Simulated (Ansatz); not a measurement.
# How many bands does the GW gap of SiB5P5C (zincblende [110] superlattice) need?

How do accuracy and time trade against each other in G0W0 on SiB5P5C (zincblende [110] superlattice)?

Method: G0W0 on PBEsol, plane waves, PAW; PAW set soft_1, in Ansatz 0.2.0.

### Step 1. The starting structure

The cell holds 12 atoms: 5 B, 5 P, 1 Si and 1 C. Cell: a = 3.183 Å, b = 4.522 Å, c = 9.562 Å, α = 90.0°, β = 90.0°, γ = 90.0°. It derives from BP. Regions: BP, 10 atoms (5 B and 5 P); SiC, 2 atoms (1 Si and 1 C). The structure's axis is c.

Structure file:

```cif
data_structure
_symmetry_space_group_name_H-M 'P 1'
_symmetry_Int_Tables_number 1
_cell_length_a 3.1830
_cell_length_b 4.5217
_cell_length_c 9.5621
_cell_angle_alpha 90.000
_cell_angle_beta 90.000
_cell_angle_gamma 90.000
_cell_volume 137.62
loop_
_atom_site_label
_atom_site_type_symbol
_atom_site_fract_x
_atom_site_fract_y
_atom_site_fract_z
_atom_site_occupancy
B1 B 0.00000 0.98442 0.06768 1
P2 P 0.50000 0.23690 0.08861 1
B3 B 0.50000 0.48903 0.25213 1
P4 P 0.00000 0.74060 0.24594 1
B5 B 0.00000 0.99076 0.41667 1
P6 P 0.50000 0.24110 0.41667 1
B7 B 0.50000 0.48903 0.58121 1
P8 P 0.00000 0.74060 0.58739 1
B9 B 0.00000 0.98442 0.76566 1
P10 P 0.50000 0.23690 0.74472 1
Si11 Si 0.50000 0.56932 0.91667 1
C12 C 0.00000 0.79691 0.91667 1
```

The structure was relaxed with PBEsol. The runs that relaxed it are not among those shown.

### Step 2. 91 empty bands, screening to 44 eV

Now the one-shot GW correction: screening in the RPA, then the self-energy of the levels asked for. This step takes PAW set soft_1 files.

Contents of input.yaml:

```yaml
crystal:
  lattice:
    - [3.1829956734, 0.0, 0.0]
    - [0.0, 4.5217385186, -1.02242e-05]
    - [0.0, -2.22828e-05, 9.5621316192]
  atoms:
    - { symbol: B, position: [0.0, -0.0155789712, 0.0676778026] }
    - { symbol: P, position: [0.5, 0.2368995253, 0.0886098141] }
    - { symbol: B, position: [0.5, 0.4890321854, 0.2521280509] }
    - { symbol: P, position: [0.0, 0.7405999875, 0.2459389857] }
    - { symbol: B, position: [0.0, -0.0092436591, 0.4166663968] }
    - { symbol: P, position: [0.5, 0.2410956395, 0.4166664879] }
    - { symbol: B, position: [0.5, 0.4890334896, 0.5812052292] }
    - { symbol: P, position: [0.0, 0.7406020135, 0.5873934486] }
    - { symbol: B, position: [0.0, -0.0155776985, 0.7656556285] }
    - { symbol: P, position: [0.5, 0.2369020601, 0.7447235272] }
    - { symbol: Si, position: [0.5, 0.5693225842, 0.9166674528] }
    - { symbol: C, position: [0.0, 0.7969128437, 0.9166671756] }
kpoints:
  mp_grid: { grid: [4, 4, 2] }
hamiltonian:
  xc: pbesol
  pseudopotentials: { kind: paw, azcp: { folder: soft_1 }, xc_functional: pbe }
scf:
  occupations: { method: fixed }
gw:
  n_empty_bands: 91
  ecut_chi: 44
  qp_bands: [v4, c4]
  qp_kpoints: band_edges
  screening: { model: contour_deformation }
```

Started as:

```
ansatz run input.yaml --threads 4 --pin off --max-ram 17510MiB --backend cpu --events-out ev --progress --plain --runs-dir out
```

Numbers of over 12 decimals in the logs are rounded to 6 here.

Output:

```text
Warning: the atoms were moved onto the symmetric positions of the space group found under crystal.symmetry.tolerance 1.0e-5 (fractional; no operation is sought that the atoms, as they stand in a round, miss by more than twice it, and no atom is moved by as much as it), and the run uses the moved positions. Before a round's move an operation carried an atom to 1.50e-5 Å from where it should land, the largest such dist [...]
Engine: ansatz 0.2.0, aarch64-unknown-linux-gnu
Pseudopotentials: kind: paw
Pseudopotential: B, paw, valence charge 3, recommended cutoff 420 eV (normal), soft_1/B.paw.azcp
Pseudopotential: P, paw, valence charge 5, recommended cutoff 420 eV (normal), soft_1/P.paw.azcp
Pseudopotential: Si, paw, valence charge 4, recommended cutoff 420 eV (normal), soft_1/Si.paw.azcp
Pseudopotential: C, paw, valence charge 4, recommended cutoff 420 eV (normal), soft_1/C.paw.azcp
Functional definition: PBEsol
  exchange = pbesol_x
  correlation = pbesol_c
Crystal: 12 atoms, lattice volume = 137.625 Å³
Basis set: ecut = 420 eV, 2711 PW (Γ)
Bands: 36, of which v1, the nominal top of the filled ones, is band 24 counted from 1 (23 counted from 0)
Symmetry: 4 space group operations
Space group: Pmm2 (ITA 25), of the structure as read, at distance tolerance 5.2e-5 Å
k-points: 18 of 32 (time reversal used)
Non-local potential: B, projectors of the file, l = 0: 2, l = 1: 2, l = 2: 1
Non-local potential: P, projectors of the file, l = 0: 2, l = 1: 2, l = 2: 1
Non-local potential: Si, projectors of the file, l = 0: 2, l = 1: 2, l = 2: 1
Non-local potential: C, projectors of the file, l = 0: 2, l = 1: 2, l = 2: 1
PAW form: soft (Blöchl's): semilocal exchange-correlation on the pseudo side does not see the compensation charge
PAW frozen core: B, regenerated for the run's functional, and the local potential with it (the file was generated under x = pbe(κ = 0.804, μ = 0.219515), c = pbe(β = 0.066725))
PAW frozen core: P, regenerated for the run's functional, and the local potential with it (the file was generated under x = pbe(κ = 0.804, μ = 0.219515), c = pbe(β = 0.066725))
PAW frozen core: Si, regenerated for the run's functional, and the local potential with it (the file was generated under x = pbe(κ = 0.804, μ = 0.219515), c = pbe(β = 0.066725))
PAW frozen core: C, regenerated for the run's functional, and the local potential with it (the file was generated under x = pbe(κ = 0.804, μ = 0.219515), c = pbe(β = 0.066725))
PAW one-centre angular grid: B, 110 points (default); XC on 64 Gauss nodes
PAW one-centre angular grid: P, 110 points (default); XC on 64 Gauss nodes
PAW one-centre angular grid: Si, 110 points (default); XC on 64 Gauss nodes
PAW one-centre angular grid: C, 110 points (default); XC on 64 Gauss nodes
Initial density: superposition of atomic densities (chi_scale 0.1, normalization cell, long waves kept (reshape's long-wave potential 0.16 eV rms))
Initial wavefunctions: pseudopotential atomic-orbital guess
Functional: x = pbesol(κ = 0.804, μ = 0.123457), c = pbesol(β = 0.046)
SCF iter   1: F=—  HF=-5339.892591 eV  |F-HF|=—  |Δ(HF+E_count)|=         —  Δρ=9.10e-2  dr2=1.35e1  ethr=3.10e-3  ⟨swp⟩=5.8  Hψ=2818  notcnv=0  defer=164
preconditioner: auto → Resta (q_TF=auto, 2.289 Å⁻¹)  ε∞=4.9  [insulator: Δε(μ)=1.837 eV  Ē_g=11.104 eV  n_scr=22 (ndim 8)  ℏωp=21.9 eV  f_vac=0.000  ε∞_Penn≈4.9]
SCF iter   2: F=—  HF=-5336.244895 eV  |F-HF|=—  |Δ(HF+E_count)|=    3.65e0  Δρ=4.09e-2  dr2=2.28e0  ethr=3.10e-3  ⟨swp⟩=3.1  Hψ=1368  notcnv=0  defer=166
SCF iter   3: F=—  HF=-5335.498858 eV  |F-HF|=—  |Δ(HF+E_count)|=   7.46e-1  Δρ=9.90e-3  dr2=1.43e-1  ethr=3.10e-3  ⟨swp⟩=2.5  Hψ=936  notcnv=0  defer=172
SCF iter   4: F=—  HF=-5335.470055 eV  |F-HF|=—  |Δ(HF+E_count)|=   2.88e-2  Δρ=2.16e-3  dr2=6.94e-3  ethr=2.98e-4  ⟨swp⟩=2.8  Hψ=1104  notcnv=0  defer=179
SCF iter   5: F=—  HF=-5335.471142 eV  |F-HF|=—  |Δ(HF+E_count)|=   1.09e-3  Δρ=7.81e-4  dr2=6.06e-4  ethr=1.45e-5  ⟨swp⟩=3.2  Hψ=977  notcnv=0  defer=180
SCF iter   6: F=—  HF=-5335.471570 eV  |F-HF|=—  |Δ(HF+E_count)|=   4.28e-4  Δρ=1.09e-4  dr2=2.54e-5  ethr=1.26e-6  ⟨swp⟩=2.2  Hψ=969  notcnv=0  defer=180
SCF iter   7: F=—  HF=-5335.471575 eV  |F-HF|=—  |Δ(HF+E_count)|=   4.45e-6  Δρ=2.41e-5  dr2=8.37e-7  ethr=5.30e-8  ⟨swp⟩=2.3  Hψ=975  notcnv=0  defer=179
SCF iter   8: F=-5335.471575 eV  HF=-5335.471575 eV  |F-HF|=7.11e-9  |Δ(HF+E_count)|=   2.10e-7  Δρ=5.47e-6  dr2=4.86e-8  ethr=2.08e-10  ⟨swp⟩=15.1  Hψ=4010  notcnv=0
SCF 1 converged in 8 iterations: F = -5335.471575 eV  dr2 = 4.86e-8
  greatest PAW one-centre occupation: 0.766 electrons in one spin orbital (limit 2), on the P atom at site 9 (counted from 0), in its partial waves of l = 0
NSCF: frozen V_eff on 18 k-points
G₀W₀ screening: q 1/18
[... further progress lines ...]
SCF converged after 8 iterations
Free energy (F): -5335.471575 eV
Harris-Foulkes:  -5335.471575 eV  (|F-HF|=7.11e-9)
Internal energy: -5335.471575 eV  (E = F + TS)
E sigma→0 (E₀):  -5335.471575 eV
Fermi energy:    9.502528 eV
--- Per-component energies (eV) ---
  E_band       = 136.831757
  E_kinetic    = 733.962757
  E_local      = -410.780299  (includes V_loc(G=0)·N_el)
  E_nonlocal   = 246.461923
  E_hartree    = 120.421609
  E_xc         = -634.090002
  E_vxc        = -613.364959  (∫ρ·V_xc dr)
  E_paw        = -3684.734764  (= ΣΔE_a)
  E_vpaw       = -60.290294  (= ΣTr[D̂ρ^β])
  E_aug_tail   = 0.000083  (compensation charges beyond the density's cutoff)
  E_ewald      = -1707.069579
  E_core_change = 0.356696  (= ΣΔE_core)
  E_smearing   = -0.000000  (= −TS)
  E_closure    = 0.000000  (closes the sum)
  Σ components = -5335.471575   (vs F -5335.471575, Δ=0.00e0)
--- Band table (eV; the first three rows and the last of 18) ---
  k-point 0: bands = [... 20 lower, 8.6781, 9.3373, 9.4808, 9.5025, 10.6199, 10.8224, 11.9102, 12.0711, ... 8 higher]
  k-point 1: bands = [... 20 lower, 8.3014, 8.4473, 9.2783, 9.3105, 10.9921, 11.1317, 12.8411, 12.8721, ... 8 higher]
  k-point 2: bands = [... 20 lower, 8.2815, 8.3117, 8.4377, 8.5238, 10.6109, 11.7081, 12.2302, 12.3380, ... 8 higher]
  k-point 17: bands = [... 20 lower, 6.9289, 6.9592, 7.1752, 7.3299, 12.8450, 13.2510, 13.4387, 13.6436, ... 8 higher]
--- G₀W₀: contour deformation, 6 samples at zero and on the imaginary axis and 1 off it, 32 q-points, 91 empty bands' worth ---
  eigenvalues of the whole cell's RPA ε∞ on this k-mesh (on a slab, of 1 + 4πα/V) = 9.6788, 10.1437, 11.5725; static W/v taken at q = 0 is 0.093519
  gw.qp_kpoints: band_edges: 10 of 18 stored k-points solved, in 1 pass; an edge of the gap read off the rows below is read off those points alone
    valence top: of the k-points left out ik 8 came nearest to being solved in a further pass, in band 24 (counted from 1, as in the quasiparticle table): it holds the edge there only if its correction is more favourable than any solved in that band by at least 1.118 eV; those differ by 0.355 eV
    conduction bottom: of the k-points left out ik 14 came nearest to being solved in a further pass, in band 25 (counted from 1, as in the quasiparticle table): it holds the edge there only if its correction is more favourable than any solved in that band by at least 0.777 eV; those differ by 0.181 eV
    ik  band        ε_KS         Σx   Σc(E_QP)       V_xc       Z   E_QP_lin       E_QP  E_QP is
     0    21      8.6781   -16.8124     2.3624   -14.7354  0.7927     8.9628     8.9634  root
     0    22      9.3373   -16.6415     2.0247   -14.9780  0.7987     9.6978     9.6986  root
     0    23      9.4808   -16.6433     1.9829   -15.0560  0.7990     9.8755     9.8765  root
     0    24      9.5025   -16.8461     2.1424   -15.0682  0.7978     9.8662     9.8671  root
     0    25     10.6199    -7.1834    -3.7639   -11.7507  0.8108    11.4286    11.4234  root
     0    26     10.8224    -7.2866    -3.7905   -11.8978  0.8069    11.6486    11.6430  root
     0    27     11.9102    -7.2180    -4.0340   -12.1698  0.8034    12.8364    12.8280  root
     0    28     12.0711    -7.2264    -4.0839   -12.2361  0.8046    13.0054    12.9968  root
     1    21      8.3014   -16.4813     2.1258   -14.6314  0.7928     8.5767     8.5773  root
     1    22      8.4473   -16.2166     2.0483   -14.4219  0.7944     8.7004     8.7009  root
     1    23      9.2783   -17.1980     2.2792   -15.2666  0.7959     9.6253     9.6261  root
     1    24      9.3105   -16.6536     2.1569   -14.8480  0.7969     9.6610     9.6618  root
     1    25     10.9921    -7.2263    -3.9183   -11.9789  0.8075    11.8326    11.8264  root
     1    26     11.1317    -7.1446    -3.9037   -11.9002  0.8070    11.9901    11.9835  root
     1    27     12.8411    -7.6611    -4.0772   -12.7608  0.7971    13.8756    13.8636  root
     1    28     12.8721    -7.1585    -4.2380   -12.3539  0.7961    13.8403    13.8295  root
     2    21      8.2815   -17.3011     2.3824   -15.1813  0.7906     8.5435     8.5441  root
     2    22      8.3117   -16.8699     2.4720   -14.6471  0.7903     8.5603     8.5608  root
     2    23      8.4377   -16.4474     2.1358   -14.5525  0.7943     8.6782     8.6785  root
     2    24      8.5238   -16.9640     2.3898   -14.8380  0.7921     8.7871     8.7876  root
     2    25     10.6109    -7.6488    -3.6716   -12.1564  0.8078    11.4525    11.4469  root
     2    26     11.7081    -6.9961    -4.0245   -11.8979  0.8045    12.5929    12.5854  root
     2    27     12.2302    -7.5097    -3.9742   -12.4586  0.8028    13.2144    13.2049  root
     2    28     12.3380    -7.1744    -4.1351   -12.2642  0.8015    13.3024    13.2927  root
[...]
16    21      7.2618   -17.1619     2.8013   -14.5926  0.7843     7.4933     7.4937  root
    16    22      7.5904   -17.2428     2.6006   -14.8434  0.7880     7.7912     7.7916  root
    16    23      7.8997   -17.0612     2.5752   -14.7341  0.7883     8.1472     8.1478  root
    16    24      8.0633   -17.0109     2.4455   -14.7486  0.7905     8.2462     8.2465  root
    16    25     12.4733    -8.6136    -3.9997   -13.5976  0.7973    13.4682    13.4577  root
    16    26     13.3169    -8.6649    -4.1718   -13.8987  0.7968    14.3930    14.3789  root
    16    27     13.4476    -7.1489    -4.3165   -12.4592  0.7921    14.4548    14.4414  root
    16    28     13.7382    -7.0077    -4.3134   -12.4248  0.7934    14.8597    14.8419  root
```

The job ended after 40 s (4 threads of Arm Neoverse V1, shared host; peak memory 0.7 GiB).

The column dr2 measures how far the density is from self-consistency, as an energy; F and HF (Harris–Foulkes) agree once it is small.

This step gave:

```
bands summed                                 : 115
RPA ε∞ on this mesh (eigenvalues)            : 9.679, 10.14, 11.57
plane waves in the screening matrix          : 85
q-points in the mesh                         : 32
G0W0 gap on the mesh                         : 1.369 eV
k of the valence top                         : 0, 0, 0
k of the conduction bottom                   : -0.5, 0, -0.5
starting gap on the mesh                     : 0.9387 eV
Z at the valence top                         : 0.7990
Z at the conduction bottom                   : 0.8121
least direct G0W0 gap on the computed points : 1.547 eV
```

The gap on the mesh goes from 0.94 eV to 1.37 eV, a correction of +0.43 eV, though a band edge has moved to another state.

### Step 3. 360 empty bands, screening to 110 eV

Another rung: the empty bands reach about as high as the screening cutoff, so the two stay in balance.

Changes to input.yaml since step 2:

```diff
@@ -26,4 +26,4 @@
 gw:
-  n_empty_bands: 91
-  ecut_chi: 44
+  n_empty_bands: 360
+  ecut_chi: 110.0
   qp_bands: [v4, c4]
```

Output:

```text
[...]
Crystal: 12 atoms, lattice volume = 137.625 Å³
Basis set: ecut = 420 eV, 2711 PW (Γ)
Bands: 36, of which v1, the nominal top of the filled ones, is band 24 counted from 1 (23 counted from 0)
Symmetry: 4 space group operations
[...]
k-points: 18 of 32 (time reversal used)
[...]
SCF iter   1: F=—  HF=-5339.892591 eV  |F-HF|=—  |Δ(HF+E_count)|=         —  Δρ=9.10e-2  dr2=1.35e1  ethr=3.10e-3  ⟨swp⟩=5.8  Hψ=2818  notcnv=0  defer=164
[...]
SCF iter   8: F=-5335.471575 eV  HF=-5335.471575 eV  |F-HF|=7.11e-9  |Δ(HF+E_count)|=   2.10e-7  Δρ=5.47e-6  dr2=4.86e-8  ethr=2.08e-10  ⟨swp⟩=15.1  Hψ=4010  notcnv=0
SCF 1 converged in 8 iterations: F = -5335.471575 eV  dr2 = 4.86e-8
[...]
NSCF: frozen V_eff on 18 k-points
G₀W₀ screening: q 1/18
[... further progress lines ...]
SCF converged after 8 iterations
Free energy (F): -5335.471575 eV
[...]
Internal energy: -5335.471575 eV  (E = F + TS)
E sigma→0 (E₀):  -5335.471575 eV
Fermi energy:    9.502528 eV
[...]
--- Band table (eV; the first three rows and the last of 18) ---
  k-point 0: bands = [... 20 lower, 8.6781, 9.3373, 9.4808, 9.5025, 10.6199, 10.8224, 11.9102, 12.0711, ... 8 higher]
  k-point 1: bands = [... 20 lower, 8.3014, 8.4473, 9.2783, 9.3105, 10.9921, 11.1317, 12.8411, 12.8721, ... 8 higher]
  k-point 2: bands = [... 20 lower, 8.2815, 8.3117, 8.4377, 8.5238, 10.6109, 11.7081, 12.2302, 12.3380, ... 8 higher]
  k-point 17: bands = [... 20 lower, 6.9289, 6.9592, 7.1752, 7.3299, 12.8450, 13.2510, 13.4387, 13.6436, ... 8 higher]
[...]
0    21      8.6781   -16.8124     1.6580   -14.7354  0.7831     8.2576     8.2591  root
     0    22      9.3373   -16.6415     1.2939   -14.9780  0.7885     8.9669     8.9678  root
     0    23      9.4808   -16.6433     1.2411   -15.0560  0.7886     9.1339     9.1346  root
     0    24      9.5025   -16.8461     1.4033   -15.0682  0.7875     9.1270     9.1279  root
     0    25     10.6199    -7.1834    -4.2204   -11.7507  0.8044    10.9678    10.9669  root
     0    26     10.8224    -7.2866    -4.2810   -11.8978  0.8001    11.1534    11.1525  root
     0    27     11.9102    -7.2180    -4.5542   -12.1698  0.7962    12.3092    12.3078  root
     0    28     12.0711    -7.2264    -4.5944   -12.2361  0.7974    12.4879    12.4863  root
[...]
16    25     12.4733    -8.6136    -4.5691   -13.5976  0.7873    12.8899    12.8883  root
    16    26     13.3169    -8.6649    -4.7575   -13.8987  0.7875    13.7955    13.7931  root
    16    27     13.4476    -7.1489    -4.8720   -12.4592  0.7848    13.8882    13.8859  root
    16    28     13.7382    -7.0077    -4.9209   -12.4248  0.7852    14.2371    14.2343  root
```

Run time: 5.3 min. Hardware: 4 threads; peak memory 2.3 GiB.

This step gave:

| Property | Result |
| --- | --- |
| bands summed | 384 |
| RPA ε∞ on this mesh (eigenvalues) | 9.336, 9.804, 11.15 |
| plane waves in the screening matrix | 367 |
| q-points in the mesh | 32 |
| G0W0 gap on the mesh | 1.648 eV |
| k of the valence top | 0, 0, 0 |
| k of the conduction bottom | -0.5, 0, -0.5 |
| starting gap on the mesh | 0.9387 eV |
| Z at the valence top | 0.7886 |
| Z at the conduction bottom | 0.8059 |
| least direct G0W0 gap on the computed points | 1.832 eV |

Against the run with 4×4×2 mesh, 91 empty bands, screening to 44 eV, PAW set soft_1 files, the gap moves by +0.28 eV.

### Step 4. Side by side

Times are wall times on 4 threads of Arm Neoverse V1, shared host, good to a factor of about two.

```tsv
mesh	files	frequency	bands summed	cutoff (eV)	start (eV)	G0W0 (eV)	time	host memory (GiB)
4×4×2	PAW set soft_1	contour deformation	115	44	0.939	1.369	40 s	0.70
4×4×2	PAW set soft_1	contour deformation	384	110	0.939	1.648	5.3 min	2.3
```

The parts of the quasiparticle energy at the two band edges (eV; QP = start + Σx + Σc − Vxc):

```tsv
run	edge	start	Σx	Σc	Vxc	Z	QP
115 bands	valence top	9.48	-16.64	1.98	-15.06	0.80	9.88
115 bands	conduction bottom	10.44	-7.48	-3.65	-11.93	0.81	11.25
384 bands	valence top	9.48	-16.64	1.24	-15.06	0.79	9.13
384 bands	conduction bottom	10.44	-7.48	-4.11	-11.93	0.81	10.78
```

 Where G0W0 reorders the edges (115 bands and 384 bands), the two states listed lie further apart at the start than the starting gap.

### Step 5. Results

- 115 bands, 44 eV: 1.369 eV
- 384 bands, 110 eV: 1.648 eV
- estimated limit in bands and cutoff: 1.77 eV
- mesh and start: 4×4×2, PBEsol

In words: A line in one over the bands through the two rungs gives 1.77 eV, +0.12 eV from the top rung; with two points alone it is an unchecked estimate. The rungs stand 0.40 eV (115 bands) and 0.12 eV (384 bands) from it. From 115 to 384 bands the gap moves by +0.28 eV while the time grows 7.9-fold. Σc changes by −0.74 eV at the valence top and −0.46 eV at the conduction bottom, so the levels themselves move more than the gap between them. The 4×4×2 mesh is coarse for this cell (its supercell is 13 Å along the shortest edge). The RPA ε∞ on it, from the PBEsol start, is 9.34, 9.80 and 11.15; such meshes misread the long-range screening, most where the gap is narrow.

[Paths, hosts, dates, memory and timing lines, banners, echoed tables and standing remarks are left out of the program output.]

[Logs are printed without paths, hosts, clocks, repeated set-up lines and the standing remarks that a program may print on its own settings, such as how far it seeks lower states.]

[Runs of the session that timed out or met a known fault of the program may be left out.]

[Cells called generated may have been cut or substituted from an entry of the Crystallography Open Database or the Materials Project.]

[Hosts, paths, dates, database ids (printed as entryN), source tags and the programs' standing remarks are cut or masked in the printed files.]
